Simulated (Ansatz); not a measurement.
Consider SrF2 in the fluorite structure (space group Fm-3m, No. 225).

```
CELL_PARAMETERS angstrom
      0.00000     2.92864     2.92864
      2.92864     0.00000     2.92864
      2.92864     2.92864     0.00000
ATOMIC_POSITIONS crystal
  Sr 0.00000 0.00000 0.00000
  F  0.25000 0.25000 0.25000
  F  0.75000 0.75000 0.75000
```

Cartesian axes are those of the cell as printed.

Method: PBE, PAW, 420 eV (Ansatz, an electronic-structure program; scalar-relativistic without spin-orbit coupling).

Strains are applied to the cell and any free atomic positions relax; under stress the whole cell relaxes.

One change was made to it. Results:

| quantity | base | after |
|---|---|---|
| energy relative to the base (free energy F) | 0 meV/atom | +7.6 meV/atom |
| band gap | 6.78 eV | 6.52 eV |

Task: Which of these changes matches the shifts?
(A) uniaxial stress, 8 GPa tension along z
(B) uniaxial strain ε_zz = +1.91 %
(C) isotropic strain +4.51 %
(D) isotropic strain −4.59 %
(E) uniaxial strain ε_zz = +3.62 %

Result: E, uniaxial strain ε_zz = +3.62 %. For comparison, the band gap in the other runs: uniaxial strain ε_zz = +1.91 % gives 6.65 eV; uniaxial stress, 8 GPa tension along z gives 6.23 eV; isotropic strain +4.51 % gives 6.10 eV; isotropic strain −4.59 % gives 7.59 eV.

Gaps are read on the SCF mesh and a high-symmetry path. Stability under load was not tested beyond the relaxation.
